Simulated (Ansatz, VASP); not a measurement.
# Two plane-wave programs on Fe

```
Fe
1.0
    -1.37460    1.37460    1.37460
     1.37460   -1.37460    1.37460
     1.37460    1.37460   -1.37460
Fe
1
Direct
  0.00000 0.00000 0.00000
```

Alike in both runs: task single point; functional LDA; k mesh 16 × 16 × 16; collinear spin.

|  | VASP | Ansatz |
| --- | --- | --- |
| version | VASP 6.6.1 | Ansatz 0.2.0 |
| potentials or method | VASP PAW LDA potentials, release 64 (Fe) | plane waves (420 eV) with PAW, scalar-relativistic |
| plane-wave cutoff (eV) | 520 | 420 |
| occupations | methfessel-paxton of order 1, width 0.1 eV | cold, width 0.1 eV |
| valence electrons in the cell | 8 | 16 |

VASP gave:

| Property | Result |
| --- | --- |
| pressure (GPa) | -1.1 |
| net moment per atom (μB) | 1.93 |
| size of the moment on the site where the two differ most (μB) | 1.90 |

Q: Which values does Ansatz return?

A: Pressure (GPa): -0.1; net moment per atom (μB): 1.97; size of the moment on the site where the two differ most (μB): 1.97.

Site moments also hang on the region over which each program counts them. The two sets of potentials don't hold the same shells in valence. Ansatz warned: «pseudo_functional_mismatch».
